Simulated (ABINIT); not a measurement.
# SiC (Moissanite 6H) (P6_3mc) in ABINIT: single point with PBE

Aim: the single point of SiC (Moissanite 6H) with PBE.

Everything below comes from runs of ABINIT 10.8.3 (patched build). Logs are shortened: lines on timing, memory, paths and dates and some standing lists are left out, and cuts for length are marked. The log counts tension as positive stress, the text compression.

## 1. The undisturbed crystal

It takes space group P6_3mc (No. 186, hexagonal). Conventional cell: a = 3.095 Å, b = 3.095 Å, c = 15.170 Å, α = 90.00°, β = 90.00°, γ = 120.00°. Si (site symmetry 3m) has 4 C at 1.90 Å as nearest neighbours. Around Si (site symmetry 3m) lie 4 C at 1.90 Å. Si (site symmetry 3m) is surrounded by 4 C at 1.90 Å. C (site symmetry 3m) has 4 Si at 1.90 Å as nearest neighbours. Around C (site symmetry 3m) lie 4 Si at 1.90 Å. Around C (site symmetry 3m) lie 4 Si at 1.90 Å.

## 2. Single point, PBE (atoms moved at random, drawn with an rms of 0.05 Å)

run.abi

```
# Pseudopotentials
pp_dirpath "./"
pseudos "Si.GGA_PBE-JTH.xml, C.GGA_PBE-JTH.xml"

# Structure
acell 3.095 3.095 15.17 Angstrom
rprim
     1.0000000000     0.0000000000     0.0000000000
    -0.5000000000     0.8660254038     0.0000000000
     0.0000000000     0.0000000000     1.0000000000
ntypat 2
znucl 14 6
natom 12
typat 1 1 1 1 1 1 2 2 2 2 2 2
xred
     0.7036630000     0.3400720000     0.4581780000
     0.3431990000     0.6666190000     0.9618210000
     0.6561650000     0.3276960000     0.7885460000
     0.3379770000     0.6585140000     0.2925310000
     0.0060650000    -0.0044710000     0.6271070000
     0.0054040000    -0.0027430000     0.1253320000
     0.6644900000     0.3210070000     0.3295510000
     0.3394060000     0.6626980000     0.8343350000
     0.6766780000     0.3424440000     0.6660130000
     0.3430570000     0.6879310000     0.1650230000
     0.0188990000     0.0088970000     0.4987620000
    -0.0030880000     0.0029010000     0.0011070000
chkprim 0
chksymtnons 0
tolsym 1.0e-6

# Plane-wave basis
ecut 19.0
pawecutdg 38.0
pawxcdev 0

# k points
kptopt 1
ngkpt 10 10 2
nshiftk 1
shiftk 0.0 0.0 0.0

# Exchange and correlation
ixc 11

# Bands and occupations
nband 32
occopt 3
tsmear 0.05 eV

# SCF cycle
nstep 100
tolvrs 1.0e-9

# Output
iomode 3
prtwf 0
prtden 0
prteig 0
prtebands 0
enunit 2
```

Potentials or basis: JTH PAW PBE v2.0.

Started as:

```sh
abinit run.abi > log 2>&1
```

run.abo:

```text
.Version 10.8.3 of ABINIT
 Symmetries : space group P1 (#  1); Bravais aP (primitive triclinic)
================================================================================
 Values of the parameters that define the memory need of the present run
     intxc =       0    ionmov =       0      iscf =      17    lmnmax =       8
     lnmax =       4     mgfft =     120  mpssoang =       2    mqgrid =    7956
     natom =      12  nloc_mem =       2    nspden =       1   nspinor =       1
    nsppol =       1      nsym =       1    n1xccc =       1    ntypat =       2
    occopt =       3   xclevel =       2
       mpw =        3370          nfft =       69120          nkpt =         104
 PAW method is used; the additional fine FFT grid is defined by:
   mgfftf=       160    nfftf =    207360
================================================================================
================================================================================

--------------------------------------------------------------------------------
------------- Echo of variables that govern the present computation ------------
--------------------------------------------------------------------------------
 -outvars: echo values of preprocessed input variables --------
            acell      5.8487023597E+00  5.8487023597E+00  2.8667145330E+01 Bohr
              amu      2.80855000E+01  1.20110000E+01
          chkprim           0
      chksymtnons           0
             ecut      1.90000000E+01 Hartree
           enunit           2
                       outvar_i_n : Printing only first  50 k-points.
              ixc          11
                       outvar_i_n : Printing only first  50 k-points.
         kptrlatt       10    0    0      0   10    0      0    0    2
          kptrlen      5.73342907E+01
            natom          12
            nband          32
            ngfft          24      24     120
          ngfftdg          36      36     160
             nkpt         104
            nstep         100
             nsym           1
           ntypat           2
                       prtocc : prtvol=0, do not print more k-points.
           occopt           3
        pawecutdg      3.80000000E+01 Hartree
         pawxcdev           0
           prtden           0
        prtebands           0
           prteig           0
            prtwf           0
            rprim      1.0000000000E+00  0.0000000000E+00  0.0000000000E+00
                      -5.0000000000E-01  8.6602540380E-01  0.0000000000E+00
                       0.0000000000E+00  0.0000000000E+00  1.0000000000E+00
          spgroup           1
           tolsym      1.00000000E-06
           tolvrs      1.00000000E-09
           tsmear      1.83746611E-03 Hartree
            typat      1  1  1  1  1  1  2  2  2  2  2  2
           useylm           1
                       outvars : Printing only first  50 k-points.
           xangst      1.6515755650E+00  9.1151151752E-01  6.9505602600E+00
                       3.0608002500E-02  1.7867713199E+00  1.4590824570E+01
                       1.5237211150E+00  8.7833952294E-01  1.1962242820E+01
                       2.6988400000E-02  1.7650470943E+00  4.4376952700E+00
                       2.5690047500E-02 -1.1983838701E-02  9.5132131900E+00
                       2.0970172500E-02 -7.3521962777E-03  1.9012864400E+00
                       1.5598382175E+00  8.6041067099E-01  4.9992886700E+00
                       2.4936415000E-02  1.7762616729E+00  1.2656861950E+01
                       1.5643863200E+00  9.1786930446E-01  1.0103417210E+01
                      -2.8118075000E-03  1.8438949098E+00  2.5033989100E+00
                       4.4724297500E-02  2.3847061714E-02  7.5662195400E+00
                      -1.4046657500E-02  7.7756913604E-03  1.6793190000E-02
            xcart      3.1210254941E+00  1.7225071287E+00  1.3134655313E+01
                       5.7840741986E-02  3.3765084442E+00  2.7572662388E+01
                       2.8794155996E+00  1.6598211439E+00  2.2605362781E+01
                       5.1000684576E-02  3.3354556075E+00  8.3860286905E+00
                       4.8547153937E-02 -2.2646173083E-02  1.7977367506E+01
                       3.9627882838E-02 -1.3893637389E-02  3.5929106585E+00
                       2.9476670318E+00  1.6259405240E+00  9.4472864107E+00
                       4.7122994912E-02  3.3566480898E+00  2.3918002699E+01
                       2.9562616999E+00  1.7345216048E+00  1.9092691463E+01
                      -5.3135460938E-03  3.4844563844E+00  4.7307383238E+00
                       8.4516673449E-02  4.5064415548E-02  1.4298082739E+01
[... 248 lines left out ...]
    6     -0.56341595690034     1.04991162824115    -0.03232227723078
    7      0.48678853944604     0.36888212958426     1.43727902920028
    8     -0.70956219019244     0.02592540960090    -0.64013563243771
    9      0.05628219993179    -0.77387190151964    -0.09040915806290
   10      0.59541952844519    -1.22351304957660     0.82245806065588
   11      0.95122524406077    -0.28573945333899     0.55137399338133
   12      0.86230627163641    -0.12859574761349    -0.04498954769928
 frms,max,avg= 7.8967231E-01 2.0780263E+00  -1.218E-03  4.073E-05  8.081E-04 e/A
 length scales=  5.848702359685  5.848702359685 28.667145330021 bohr
              =  3.095000000000  3.095000000000 15.170000000000 angstroms
 Fermi (or HOMO) energy (hartree) =   0.32205   Average Vxc (hartree)=  -0.41838
 Eigenvalues (hartree) for nkpt= 104  k points:
 kpt#   1, nband= 32, wtk=  0.00500, kpt=  0.0000  0.0000  0.0000 (reduced coord)
  -0.28722   -0.26960   -0.26037   -0.21147   -0.20525   -0.15423   -0.03055    0.05212
   0.05845    0.19258    0.19740    0.22439    0.23086    0.23827    0.24022    0.24737
   0.24835    0.25846    0.26838    0.26982    0.27769    0.28322    0.28701    0.29207
   0.45729    0.47137    0.48606    0.50147    0.51277    0.51724    0.52099    0.52700
      occupation numbers for kpt#   1
   2.00000    2.00000    2.00000    2.00000    2.00000    2.00000    2.00000    2.00000
   2.00000    2.00000    2.00000    2.00000    2.00000    2.00000    2.00000    2.00000
   2.00000    2.00000    2.00000    2.00000    2.00000    2.00000    2.00000    2.00000
   0.00000    0.00000    0.00000    0.00000    0.00000    0.00000    0.00000    0.00000
 prteigrs : prtvol=0 or 1, do not print more k-points.

 Fermi (or HOMO) energy (eV) =   8.76335   Average Vxc (eV)= -11.38476
 Eigenvalues (   eV  ) for nkpt= 104  k points:
 kpt#   1, nband= 32, wtk=  0.00500, kpt=  0.0000  0.0000  0.0000 (reduced coord)
  -7.81552   -7.33630   -7.08514   -5.75448   -5.58516   -4.19689   -0.83132    1.41813
   1.59054    5.24046    5.37146    6.10588    6.28210    6.48367    6.53665    6.73120
   6.75806    7.03307    7.30298    7.34226    7.55641    7.70691    7.80999    7.94777
  12.44348   12.82662   13.22645   13.64563   13.95330   14.07490   14.17694   14.34045
 prteigrs : prtvol=0 or 1, do not print more k-points.

--- !EnergyTerms
iteration_state     : {dtset: 1, }
comment             : Components of total free energy in Hartree
kinetic             :  3.02933322544853E+01
hartree             :  7.12048569283520E+00
xc                  : -2.76825811784010E+01
Ewald energy        : -6.24353514946834E+01
psp_core            :  3.08824869812683E+00
local_psp           : -2.44115916102362E+01
PAW spherical_terms :  1.55458805505806E+01
internal            : -5.84815770872927E+01
'-kT*entropy'       : -1.19113853831686E-10
total_energy        : -5.84815770874118E+01
total_energy_eV     : -1.59136478239967E+03
...

--- !EnergyTermsDC
iteration_state     : {dtset: 1, }
comment             : '"Double-counting" decomposition of free energy'
band_energy         :  3.03399523509384E+00
Ewald energy        : -6.24353514946834E+01
psp_core            :  3.08824869812683E+00
xc_dc               : -1.06323138678346E+01
PAW spherical_terms :  8.46384745115976E+00
internal            : -5.84815739781376E+01
'-kT*entropy'       : -1.19113853831686E-10
total_energy_dc     : -5.84815739782567E+01
total_energy_dc_eV  : -1.59136469779525E+03
...

--- !EnergyTermsWithPAWCore
iteration_state     : {dtset: 1, }
comment             : 'Components of total free energy, including PAW core contributions'
Total energy        : -1.96891804961953E+03
Total energy DC     : -1.96891804651038E+03
Total energy (eV)   : -5.35769895348807E+04
Total energy DC (eV): -5.35769894502763E+04
...

 Cartesian components of stress tensor (hartree/bohr^3)
  sigma(1 1)= -2.79062959E-05  sigma(3 2)=  1.81612795E-05
  sigma(2 2)= -1.88203650E-05  sigma(3 1)= -2.38223294E-05
  sigma(3 3)=  2.35430661E-05  sigma(2 1)=  1.78530101E-05

-Cartesian components of stress tensor (GPa)         [Pressure=  2.2736E-01 GPa]
- sigma(1 1)= -8.21031571E-01  sigma(3 2)=  5.34323290E-01
- sigma(2 2)= -5.53714256E-01  sigma(3 1)= -7.00877129E-01
- sigma(3 3)=  6.92660918E-01  sigma(2 1)=  5.25253692E-01

== END DATASET(S) ==============================================================
================================================================================

 -outvars: echo values of variables after computation  --------
            acell      5.8487023597E+00  5.8487023597E+00  2.8667145330E+01 Bohr
           etotal     -5.8481573978E+01
            fcart     -2.5279530497E-02  1.1652389270E-03 -1.0515008411E-02
                      -1.5188824555E-02  1.1522925465E-03 -2.1294893164E-02
                       1.6002522627E-02  2.0269486375E-03  4.0411178150E-02
                      -6.2181545433E-03 -2.9627601178E-04 -2.4250420394E-02
                      -1.9682131021E-03  1.4756971022E-02 -2.3307953101E-02
                      -1.0956695912E-02  2.0417530431E-02 -6.2856821585E-04
                       9.4665298967E-03  7.1736152869E-03  2.7950627012E-02
                      -1.3798787652E-02  5.0416894644E-04 -1.2448656062E-02
                       1.0945145276E-03 -1.5049412421E-02 -1.7581781993E-03
                       1.1579066289E-02 -2.3793540571E-02  1.5994262784E-02
                       1.8498385812E-02 -5.5567476605E-03  1.0722517006E-02
                       1.6769187109E-02 -2.5007891327E-03 -8.7490740604E-04
            rprim      1.0000000000E+00  0.0000000000E+00  0.0000000000E+00
                      -5.0000000000E-01  8.6602540380E-01  0.0000000000E+00
                       0.0000000000E+00  0.0000000000E+00  1.0000000000E+00
           strten     -2.7906295896E-05 -1.8820365028E-05  2.3543066070E-05
                       1.8161279473E-05 -2.3822329424E-05  1.7853010122E-05
           xangst      1.6515755650E+00  9.1151151752E-01  6.9505602600E+00
                       3.0608002500E-02  1.7867713199E+00  1.4590824570E+01
                       1.5237211150E+00  8.7833952294E-01  1.1962242820E+01
                       2.6988400000E-02  1.7650470943E+00  4.4376952700E+00
                       2.5690047500E-02 -1.1983838701E-02  9.5132131900E+00
                       2.0970172500E-02 -7.3521962777E-03  1.9012864400E+00
                       1.5598382175E+00  8.6041067099E-01  4.9992886700E+00
                       2.4936415000E-02  1.7762616729E+00  1.2656861950E+01
                       1.5643863200E+00  9.1786930446E-01  1.0103417210E+01
                      -2.8118075000E-03  1.8438949098E+00  2.5033989100E+00
                       4.4724297500E-02  2.3847061714E-02  7.5662195400E+00
                      -1.4046657500E-02  7.7756913604E-03  1.6793190000E-02
             xred      7.0366300000E-01  3.4007200000E-01  4.5817800000E-01
                       3.4319900000E-01  6.6661900000E-01  9.6182100000E-01
                       6.5616500000E-01  3.2769600000E-01  7.8854600000E-01
                       3.3797700000E-01  6.5851400000E-01  2.9253100000E-01
                       6.0650000000E-03 -4.4710000000E-03  6.2710700000E-01
                       5.4040000000E-03 -2.7430000000E-03  1.2533200000E-01
                       6.6449000000E-01  3.2100700000E-01  3.2955100000E-01
                       3.3940600000E-01  6.6269800000E-01  8.3433500000E-01
                       6.7667800000E-01  3.4244400000E-01  6.6601300000E-01
                       3.4305700000E-01  6.8793100000E-01  1.6502300000E-01
                       1.8899000000E-02  8.8970000000E-03  4.9876200000E-01
                      -3.0880000000E-03  2.9010000000E-03  1.1070000000E-03
 Calculation completed.
```

Run time: 24 min. Hardware: 1 thread of Intel Xeon Platinum 8259CL at 2.50GHz (Skylake/Cascade Lake), shared host; peak memory 0.37 GiB.

What came out:

```yaml
Free_energy: -1591.3647 eV
Pressure: 0.2 GPa
Largest_force: 2.237 eV/Å
Band_gap_on_the_k_mesh: 1.67 eV, indirect (least direct gap 3.00 eV)
Valence_electrons_inside_the_program's_atomic_spheres: Si 1.64, 1.65, 1.66, 1.68; C 2.56, 2.52, 2.59, 2.55
```

Forces in eV/Å, atoms in the order of the input:
```
Si  -1.300  0.060 -0.541
Si  -0.781  0.059 -1.095
Si   0.823  0.104  2.078
Si  -0.320 -0.015 -1.247
Si  -0.101  0.759 -1.199
Si  -0.563  1.050 -0.032
C    0.487  0.369  1.437
C   -0.710  0.026 -0.640
C    0.056 -0.774 -0.090
C    0.595 -1.224  0.822
C    0.951 -0.286  0.551
C    0.862 -0.129 -0.045
```

Stress tensor (GPa, compression positive):
```
 0.82 -0.53  0.70
-0.53  0.55 -0.53
 0.70 -0.53 -0.69
```

Levels at points of the mesh, in eV from the valence-band top:
```csv
k point,band 21,band 22,band 23,band 24,band 25,band 26,band 27,band 28
"(0.00, 0.00, 0.00)",-0.39,-0.24,-0.14,0.00,4.50,4.88,5.28,5.70
"(0.50, 0.00, 0.00)",-2.29,-2.07,-1.89,-1.38,1.75,1.80,2.86,3.64
"(0.00, 0.50, 0.00)",-2.20,-2.08,-1.80,-1.35,1.69,1.86,2.84,3.59
"(0.50, 0.50, 0.00)",-2.16,-1.91,-1.83,-1.31,1.69,1.85,2.90,3.60
"(0.00, 0.00, 0.50)",-0.52,-0.37,-0.20,-0.01,4.50,4.86,5.34,5.76
"(0.50, 0.00, 0.50)",-2.00,-1.96,-1.74,-1.45,1.67,1.76,3.08,3.15
"(0.00, 0.50, 0.50)",-2.01,-1.94,-1.69,-1.43,1.71,1.75,3.02,3.13
"(0.50, 0.50, 0.50)",-1.98,-1.82,-1.68,-1.39,1.68,1.75,3.09,3.13
```
